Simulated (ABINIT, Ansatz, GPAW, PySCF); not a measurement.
# The equilibrium volume of Sn, sorted by core time

Symmetry: Fd-3m, No. 227, cubic system. The conventional cell has a = 6.467 Å, b = 6.467 Å, c = 6.467 Å, α = 90.00°, β = 90.00°, γ = 90.00°. Around Sn (site symmetry -43m) lie 4 Sn at 2.80 Å.

This isn't the form of Sn at room conditions, which is tetragonal (white tin).

| rung | level | program and potentials | cutoff (eV) | k mesh | smearing | task | core time | chip | equilibrium volume (Å³/atom) | miss | notes |
| --- | --- | --- | --- | --- | --- | --- | --- | --- | --- | --- | --- |
| GGA | PBE | Ansatz, Ansatz PAW | 420 | 7 × 7 × 7 | fermi-dirac 0.05 | relaxation of cell and atoms | 4.9 s | Intel Xeon Platinum 8488C Sapphire Rapids | 36.86 | +7.9 % | - |
| GGA + dispersion | PBEsol+D4 | Ansatz, Ansatz PAW | 420 | 7 × 7 × 7 | fermi-dirac 0.05 | relaxation of cell and atoms | 10 s | Intel Xeon Skylake/Cascade Lake | 34.30 | +0.4 % | potentials made for PBE, which Ansatz adapts in part |
| LDA | LDA | Ansatz, Ansatz PAW | 420 | 7 × 7 × 7 | fermi-dirac 0.05 | relaxation of cell and atoms | 10 s | Intel Xeon Skylake/Cascade Lake | 33.93 | -0.7 % | potentials made for PBE, which Ansatz adapts in part |
| GGA + dispersion | revPBE+D3(BJ) | Ansatz, Ansatz PAW | 420 | 7 × 7 × 7 | fermi-dirac 0.05 | relaxation of cell and atoms | 12 s | Intel Xeon Skylake/Cascade Lake | 35.21 | +3.1 % | potentials made for PBE, which Ansatz adapts in part |
| GGA + dispersion | BLYP+D4 | Ansatz, Ansatz PAW | 420 | 7 × 7 × 7 | fermi-dirac 0.05 | relaxation of cell and atoms | 14 s | Intel Xeon Skylake/Cascade Lake | 36.33 | +6.4 % | potentials made for PBE, which Ansatz adapts in part |
| GGA + dispersion | revPBE+D4 | Ansatz, Ansatz PAW | 420 | 7 × 7 × 7 | fermi-dirac 0.05 | relaxation of cell and atoms | 15 s | Intel Xeon Skylake/Cascade Lake | (a) | ? | potentials made for PBE, which Ansatz adapts in part |
| GGA + dispersion | PBE+D4 | Ansatz, Ansatz PAW | 420 | 7 × 7 × 7 | fermi-dirac 0.05 | relaxation of cell and atoms | 15 s | Intel Xeon Skylake/Cascade Lake | 35.38 | +3.6 % | - |
| GGA + dispersion | PBEsol+D3(BJ) | Ansatz, all-electron LAPW, scalar-relativistic | - | 7 × 7 × 7 | fermi-dirac 0.05 | relaxation of cell and atoms | 18 s | Arm Neoverse V1 | 33.88 | -0.8 % | - |
| meta-GGA + dispersion | r2SCAN+D3(BJ)+ATM | Ansatz, Ansatz PAW | 500 | 7 × 7 × 7 | fermi-dirac 0.05 | relaxation of cell and atoms | 20 s | Arm Neoverse V2 | 34.98 | +2.4 % | potentials made for PBE, which Ansatz adapts in part |
| meta-GGA + dispersion | r2SCAN+D4 | Ansatz, Ansatz PAW | 500 | 7 × 7 × 7 | fermi-dirac 0.05 | relaxation of cell and atoms | 20 s | Arm Neoverse V2 | 35.04 | +2.6 % | potentials made for PBE, which Ansatz adapts in part |
| GGA | RPBE | Ansatz, all-electron LAPW, scalar-relativistic | - | 7 × 7 × 7 | fermi-dirac 0.05 | relaxation of cell and atoms | 27 s | Arm Neoverse V1 | 38.17 | +11.7 % | - |
| meta-GGA | r2SCAN | Ansatz, Ansatz PAW | 500 | 7 × 7 × 7 | fermi-dirac 0.05 | equation of state | 33 s | Intel Xeon Platinum 8259CL Skylake/Cascade Lake | 35.41 | +3.7 % | potentials made for PBE, which Ansatz adapts in part |
| meta-GGA + dispersion | r2SCAN+rVV10 | Ansatz, Ansatz PAW | 500 | 7 × 7 × 7 | fermi-dirac 0.05 | relaxation of cell and atoms | 36 s | Arm Neoverse V2 | (b) | ? | potentials made for PBE, which Ansatz adapts in part |
| LDA | LDA | GPAW, the program's PAW data sets (release 1.2.1) made for this functional | 600 | 6 × 6 × 6 | fermi-dirac 0.05 | equation of state | 82 s | Intel Xeon Platinum 8488C Sapphire Rapids | (c) | ? | - |
| GGA + dispersion | BP86+D3(zero damping) | GPAW, PAW data sets generated for this functional | 600 | 6 × 6 × 6 | fermi-dirac 0.05 | equation of state | 84 s | Intel Xeon Platinum 8488C Sapphire Rapids | 35.57 | +4.1 % | - |
| GGA | PBEsol | ABINIT, Ansatz PAW PBE default generated set, frozen core | 419 | 5 × 5 × 5 | fermi-dirac 0.05 | relaxation of cell and atoms | 6.6 min | Intel Xeon Platinum 8259CL Skylake/Cascade Lake | 35.14 | +2.9 % | potentials made for PBE |
| GGA + dispersion | PBEsol+D3(BJ) | PySCF, DZVP-MOLOPT-SR/GTH-PBE (potentials made for PBE) | - | 6 × 6 × 6 | fermi-dirac 0.05 | equation of state | 2.1 h | AMD EPYC Zen 3 | 35.68 | +4.4 % | atomic basis; potentials made for PBE |

Times are single runs on shared hosts and different chips, so they are rough; meshes, cutoffs and the tasks' sizes weigh on the time. All rows: no spin polarisation. Smearing widths are in eV. For a metal such meshes aren't converged. Meshes differ between rows, which moves values too. Meshes are those of the run's cell of 2 atoms unless a note names another. Relaxations start from the cell shown or near it and stop with a little pressure left. The cell shown, of 33.80 Å³ an atom, is the runs' start and not the measured value. Misses use the values as printed. Runs on faulty files, with rough fits or with known faults for this quantity aren't shown. No row holds spin-orbit coupling.

Measured: 34.16 Å³/atom (arxiv:1703.07488). The runs are for a static lattice.

Task: Estimate the values left out from the other rows.

Result: (a) 35.43 Å³/atom, miss +3.7 %; (b) 34.87 Å³/atom, miss +2.1 %; (c) 33.73 Å³/atom, miss -1.3 %.
